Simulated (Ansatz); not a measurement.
## Fe: band structure with PBEsol

Fe:

```
CELL_PARAMETERS angstrom
2.43416 0.00000 0.00000
-1.21708 2.10804 0.00000
0.00000 0.00000 3.84193
ATOMIC_POSITIONS crystal
Fe 0.66667 0.33333 0.75000
Fe 0.33333 0.66667 0.25000
```

This isn't the form of Fe at room conditions, which is bcc.

```
Program             : Ansatz 0.2.0
Task                : band structure
Functional          : PBEsol
Potentials or basis : all-electron PAW datasets made for the crystal
Cutoff              : 360 eV (chosen from the basis error)
k mesh              : 12 × 12 × 7
Occupations         : fermi-dirac, width 0.05 eV
Spin                : collinear spin, ferromagnetic start
Starting moments    : [3.0, 3.0] μB
```

```
Pressure                : -1.5 GPa
Band gap along the path : none (metal or under the smearing width)
Net moment              : 0.00 μB per cell
Absolute moment         : 0.00 μB per cell
```

Stress tensor (GPa, compression positive):
```
-2.08  0.00  0.00
 0.00 -2.08  0.00
 0.00  0.00 -0.42
```

Levels at the corners of the path, in eV from the Fermi level:
Spin up:
```tsv
point	band 13	band 14	band 15	band 16	band 17	band 18	band 19	band 20
Γ	-1.62	-1.28	-1.28	-0.92	-0.92	0.43	0.75	0.75
M	-2.10	-1.63	-1.15	0.85	1.10	1.15	2.76	4.95
K	-2.16	-2.16	-0.80	0.63	0.63	0.89	5.74	6.84
Γ	-1.62	-1.28	-1.28	-0.92	-0.92	0.43	0.75	0.75
A	-1.90	-1.90	-1.90	-1.90	0.33	0.33	0.33	0.33
L	-0.71	-0.71	0.05	0.05	1.00	1.00	2.48	2.48
H	-2.39	-2.39	-0.77	-0.77	0.77	0.77	7.12	7.12
A	-1.90	-1.90	-1.90	-1.90	0.33	0.33	0.33	0.33
```
Spin down:
```tsv
point	band 14	band 15	band 16	band 17	band 18	band 19
Γ	-1.28	-1.28	-0.92	-0.92	0.43	0.75
M	-1.63	-1.15	0.85	1.10	1.15	2.76
K	-2.16	-0.80	0.63	0.63	0.89	5.74
Γ	-1.28	-1.28	-0.92	-0.92	0.43	0.75
A	-1.90	-1.90	-1.90	0.33	0.33	0.33
L	-0.71	0.05	0.05	1.00	1.00	2.48
H	-2.39	-0.77	-0.77	0.77	0.77	7.12
A	-1.90	-1.90	-1.90	0.33	0.33	0.33
```

It took 15 s on 2 threads of Arm Neoverse V2, with other jobs on the host, peak memory 0.71 GiB.

Caveat: the starting moments collapsed, and a magnetic state may lie lower; the program warned that the printed levels may be off, so bands, gaps and densities of states are rough; the starting moments weren't kept.
